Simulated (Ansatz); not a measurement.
Runs of Ansatz 0.2.0 on TaS2. Symmetry: P-3m1, No. 164, trigonal system. The conventional cell has a = 3.350 Å, b = 3.350 Å, c = 5.860 Å, α = 90.00°, β = 90.00°, γ = 120.00°. Around Ta (site symmetry -3m) lie 6 S at 2.43 Å. S (site symmetry 3m) is surrounded by 3 Ta at 2.43 Å. 

```tsv
task	level	spin	cell	k mesh	smearing	points for each segment of the path	gap on the mesh (eV)	pressure (GPa)	relaxed volume (Å³/atom)	largest force (eV/Å)
single point	PBE	off	as given	9 × 9 × 5	gaussian 0.023 eV	-	none	9.1	-	1.25
single point	PBE	off	as given	9 × 9 × 5	gaussian 0.02 eV	-	none	9.1	-	1.25
relaxation of cell and atoms	BLYP+D3(BJ)	off	relaxed	9 × 9 × 5	fermi-dirac 0.05 eV	-	none	0.0	18.40	-
phonons	LDA	off	as given	7 × 7 × 4	fermi-dirac 0.05 eV	-	none	-	-	-
single point	PBE	off	as given	9 × 9 × 5	gaussian 0.019 eV	-	none	9.1	-	1.25
band structure	LDA	SOC, no magnetisation	as given	7 × 7 × 4	fermi-dirac 0.05 eV	14	none	1.3	-	0.74
relaxation of cell and atoms	PBEsol+D4	off	relaxed	9 × 9 × 5	fermi-dirac 0.05 eV	-	-	0.0	(a)	-
single point	PBE	off	as given	9 × 9 × 5	gaussian 0.021 eV	-	none	9.1	-	1.25
```

Alike in all rows: potentials or basis Ansatz PAW; cutoff (eV) 420.

Fill in the values left out.

(a) 18.04.

Caveats: this functional lacks dispersion, which binds the layers, so the pressure and a relaxed spacing across them are unreliable (some runs); forces of over 1 eV/Å show positions far from the minimum, so gaps and moduli don't describe the material at rest (some runs); the PAW data sets come from PBE, with cores solved anew for the run's functional, which leaves a small shift of forces and pressure (some runs); the plane-wave basis is chosen anew once the cell has moved, so the energies of steps on either side of that aren't comparable (some runs).

A k mesh can miss the band edges, and rows without SOC leave out spin-orbit coupling on Ta.

A gap of «none» marks a metal or a gap under the smearing width.
